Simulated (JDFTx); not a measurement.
# InAs under changes of volume

One of the cells (27.489 Å³/atom); the others are scaled copies at fixed shape and fractional positions:

```
In As
1.0
     0.00000    3.01800    3.01800
     3.01800    0.00000    3.01800
     3.01800    3.01800    0.00000
In As
1 1
Direct
  0.00000 0.00000 0.00000
  0.75000 0.75000 0.75000
```

| Property | Result |
| --- | --- |
| Program | JDFTx 1.7.0 (patched build) |
| Functional | LDA |
| Potentials or basis | PseudoDojo-SR-LDA-0.4.1-standard |
| Cutoff | 1088 eV |
| Density cutoff | 8708 eV |
| k mesh | 8 × 8 × 8 |
| Occupations | fermi-dirac, width 0.05 eV |
| Spin | no spin polarisation |

| volume (Å³/atom) | energy over the lowest point (meV/atom) | pressure (GPa) |
| --- | --- | --- |
| 25.840 | 16.59 | 3.7 |
| 26.389 | 6.16 | 2.2 |
| 26.939 | 0.83 | 0.8 |
| 27.489 | 0.00 | -0.5 |
| 28.039 | 3.19 | -1.6 |
| 28.588 | 9.97 | -2.6 |
| 29.138 | ? | ? |

What does the run at 29.138 Å³/atom give?

Energy over the lowest point 19.94 meV/atom; pressure -3.4 GPa.

Worked out: A Birch-Murnaghan fit of order 3 (a polynomial in V^(-2/3)) to the other rows has its minimum at 27.32 Å³/atom with B0 = V·E''(V) = 60 GPa and B' = 4.8. It gives 19.93 meV/atom at 29.138 Å³/atom, against the run's 19.94, and -dE/dV = -3.3 GPa, against -3.4.

Energies are extrapolated to zero smearing.
